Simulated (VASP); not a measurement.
# Cr (Im-3m) in VASP: further runs, part 2 of 2

VASP 6.6.1. Earlier steps stand in the parts before.

## 4. Single point, PBE, collinear spin, ferromagnetic start

The input, INCAR:

```
SYSTEM = Cr
ALGO = Normal ; EDIFF = 1E-7
ENCUT = 520 ; GGA = PE
ISIF = 2 ; ISMEAR = -1
ISPIN = 2 ; LASPH = .True.
LCHARG = .False. ; LMAXMIX = 4
LORBIT = 11 ; LREAL = .False.
LWAVE = .False. ; MAGMOM = 3
NBANDS = 16 ; NELM = 150
PREC = Accurate ; SIGMA = 0.05
```

The input, KPOINTS:

```
k-points
0
Gamma
  12 12 12
  0 0 0
```

The input, POSCAR:

```
Cr
1.0
   -1.4844496776      1.4844496776      1.4844496776
    1.4844496776     -1.4844496776      1.4844496776
    1.4844496776      1.4844496776     -1.4844496776
Cr
1
Direct
    0.0000000000      0.0000000000      0.0000000000
```

Potentials or basis: VASP PAW PBE potentials, release 64 (Cr_pv).

Launch:

```
$ cat potpaw_PBE.64/Cr_pv/POTCAR > POTCAR
$ mpirun -np 1 vasp_std > vasp.out
```

OUTCAR:

```text
SYSTEM = Cr
   EDIFF = 1E-7
   ENCUT = 520
   GGA = PE
   ISIF = 2
   ISMEAR = -1
   ISPIN = 2
   LASPH = .True.
   LORBIT = 11
   LREAL = .False.
   NELM = 150
   PREC = Accurate

 ion  position               nearest neighbor table
   1  0.000  0.000  0.000-

  LATTYP: Found a body centered cubic cell.
 ALAT       =     2.9688993552

  Lattice vectors:
[... 1767 lines left out ...]

  FORCE on cell =-STRESS in cart. coord.  units (eV):
  Direction    XX          YY          ZZ          XY          YZ          ZX
  --------------------------------------------------------------------------------------
  -------------------------------------------------------------------------------------
  Total       -2.0463136     -2.0463136     -2.0463136      0.0000000     -0.0000000     -0.0000000
  in kB     -250.5684249   -250.5684249   -250.5684249      0.0000000     -0.0000000     -0.0000000
  external PRESSURE =    -250.5684249 kB  Pullay stress =       0.0000000 kB

 VOLUME and BASIS-vectors are now :
 -----------------------------------------------------------------------------
  energy-cutoff  :      520.00
  volume of cell :       13.08
      direct lattice vectors                 reciprocal lattice vectors
    -1.484449678  1.484449678  1.484449678     0.000000000  0.336825160  0.336825160
     1.484449678 -1.484449678  1.484449678     0.336825160  0.000000000  0.336825160
     1.484449678  1.484449678 -1.484449678     0.336825160  0.336825160  0.000000000

 POSITION                                       TOTAL-FORCE (eV/Angst)
 -----------------------------------------------------------------------------------
      0.00000      0.00000      0.00000         0.000000     -0.000000      0.000000
 -----------------------------------------------------------------------------------
    total drift:                                0.000000     -0.000000      0.000000

  FREE ENERGIE OF THE ION-ELECTRON SYSTEM (eV)
  ---------------------------------------------------
  free  energy   TOTEN  =        -9.3846764214 eV

  energy  without entropy=       -9.3789178424  energy(sigma->0) =       -9.38179713

 total charge

# of ion       s       p       d       tot
------------------------------------------
    1        0.396   6.328   4.091  10.815

 magnetization (x)

# of ion       s       p       d       tot
------------------------------------------
    1        0.000  -0.000  -0.000  -0.000
```

stdout:

```text
POSCAR found type information on POSCAR Cr
 POSCAR found :  1 types and       1 ions
 scaLAPACK will be used
 LDA part: xc-table for (Slater+PW92), standard interpolation
 POSCAR, INCAR and KPOINTS ok, starting setup
 FFT: planning ... GRIDC
 FFT: planning ... GRID_SOFT
 FFT: planning ... GRID
 WAVECAR not read
 entering main loop
```

It took 22 s on 1 thread of Intel Xeon Platinum 8488C (Sapphire Rapids), shared host; peak memory 0.14 GiB.

What came out:

```
Free energy                                           : -9.3847 eV
Pressure                                              : -25.1 GPa
Band gap on the k mesh                                : none (metal or under the smearing width)
Net moment                                            : 0.00 μB per cell
Valence electrons inside the program's atomic spheres : Cr 10.81
```

Levels at points of the mesh, in eV from the Fermi level:
Spin up:
```tsv
k point	band 3	band 4	band 5	band 6	band 7	band 8	band 9	band 10
(0.00, 0.00, 0.00)	-42.82	-7.35	-0.72	-0.72	-0.72	1.03	1.03	7.11
(0.50, 0.00, 0.00)	-42.83	-3.80	-2.02	0.90	1.00	1.29	2.42	7.10
(0.50, 0.50, 0.50)	-43.25	-3.56	-3.56	2.09	2.09	2.09	7.10	9.59
```
Spin down:
```tsv
k point	band 2	band 3	band 4	band 5	band 6	band 7	band 8	band 9	band 10	band 11
(0.00, 0.00, 0.00)	-42.82	-42.82	-7.35	-0.72	-0.72	-0.72	1.03	1.03	7.11	21.36
(0.50, 0.00, 0.00)	-43.02	-42.83	-3.80	-2.02	0.90	1.00	1.29	2.42	7.10	8.58
(0.50, 0.50, 0.50)	-43.25	-43.25	-3.56	-3.56	2.09	2.09	2.09	7.10	9.59	9.59
```

Caveat: the starting moments collapsed, and a magnetic state may lie lower; so large a pressure means that the cell lies far from this level's equilibrium, or that cutoff or potentials fall short.

## 5. Single point, PBE, collinear spin, ferromagnetic start (cell strained at random at fixed volume)

The input, INCAR:

```
SYSTEM = Cr
ALGO     = Normal         ! electronic algorithm
EDIFF    = 1E-7           ! SCF threshold, eV
ENCUT    = 520            ! plane-wave cutoff, eV
GGA      = PE             ! functional
ISIF     = 2              ! what is computed and relaxed
ISMEAR   = -1             ! smearing method
ISPIN    = 2              ! spin polarisation
LASPH    = .TRUE.         ! aspherical terms in the spheres
LCHARG   = .FALSE.        ! write CHGCAR
LMAXMIX  = 4              ! l up to which the mixer works
LORBIT   = 11             ! projections on sites
LREAL    = .FALSE.        ! projectors in reciprocal space
LWAVE    = .FALSE.        ! write WAVECAR
MAGMOM   = 3              ! initial moments
NBANDS   = 16             ! bands
NELM     = 150            ! most SCF steps
PREC     = Accurate       ! precision mode
SIGMA    = 0.05           ! smearing width, eV
```

The input, KPOINTS:

```
k-points
0
G
  12 12 12
  0 0 0
```

The input, POSCAR:

```
Cr
1.0
   -1.4806240000      1.4726660000      1.4227520000
    1.5490710000     -1.4964210000      1.5149530000
    1.4669230000      1.4827200000     -1.4465060000
Cr
1
Direct
    0.0065450000     -0.0049150000     -0.0232640000
```

Launch:

```
$ cat potpaw_PBE.64/Cr_pv/POTCAR > POTCAR
$ mpirun -np 1 vasp_std > vasp.out
```

Run time: 4.8 min. Hardware: 1 thread of Intel Xeon Platinum 8488C (Sapphire Rapids), shared host; peak memory 0.36 GiB.

The run converged. Its results:

```yaml
Free_energy: -9.3752 eV
Pressure: -24.7 GPa
Band_gap_on_the_k_mesh: none (metal or under the smearing width)
Net_moment: 0.00 μB per cell
Valence_electrons_inside_the_program's_atomic_spheres: Cr 10.82
```

Stress tensor (GPa, compression positive):
```
-28.55   0.27  -2.72
  0.27 -23.62   0.94
 -2.72   0.94 -22.04
```

Levels at points of the mesh, in eV from the Fermi level:
Spin up:
| k point | band 4 | band 5 | band 6 | band 7 | band 8 | band 9 |
| --- | --- | --- | --- | --- | --- | --- |
| (0.00, 0.00, 0.00) | -7.35 | -0.97 | -0.80 | -0.45 | 0.96 | 1.12 |
| (0.50, 0.00, 0.00) | -3.80 | -2.13 | 1.08 | 1.17 | 1.30 | 2.46 |
| (0.00, 0.50, 0.00) | -3.83 | -2.07 | 0.49 | 1.06 | 1.44 | 2.28 |
| (0.50, 0.50, 0.00) | -3.80 | -1.95 | 0.75 | 0.93 | 1.28 | 2.36 |
| (0.00, 0.00, 0.50) | -3.80 | -1.93 | 0.89 | 0.90 | 1.24 | 2.42 |
| (0.50, 0.00, 0.50) | -3.79 | -1.91 | 0.82 | 1.16 | 1.27 | 2.53 |
| (0.00, 0.50, 0.50) | -3.81 | -2.18 | 0.90 | 1.15 | 1.39 | 2.37 |
| (0.50, 0.50, 0.50) | -3.59 | -3.53 | 1.86 | 2.11 | 2.29 | 7.09 |
Spin down:
```csv
k point,band 4,band 5,band 6,band 7,band 8,band 9
"(0.00, 0.00, 0.00)",-7.35,-0.97,-0.80,-0.45,0.96,1.12
"(0.50, 0.00, 0.00)",-3.80,-2.13,1.08,1.17,1.30,2.46
"(0.00, 0.50, 0.00)",-3.83,-2.07,0.49,1.06,1.44,2.28
"(0.50, 0.50, 0.00)",-3.80,-1.95,0.75,0.93,1.28,2.36
"(0.00, 0.00, 0.50)",-3.80,-1.93,0.89,0.90,1.24,2.42
"(0.50, 0.00, 0.50)",-3.79,-1.91,0.82,1.16,1.27,2.53
"(0.00, 0.50, 0.50)",-3.81,-2.18,0.90,1.15,1.39,2.37
"(0.50, 0.50, 0.50)",-3.59,-3.53,1.86,2.11,2.29,7.09
```

Caveat: the starting moments collapsed, and a magnetic state may lie lower.
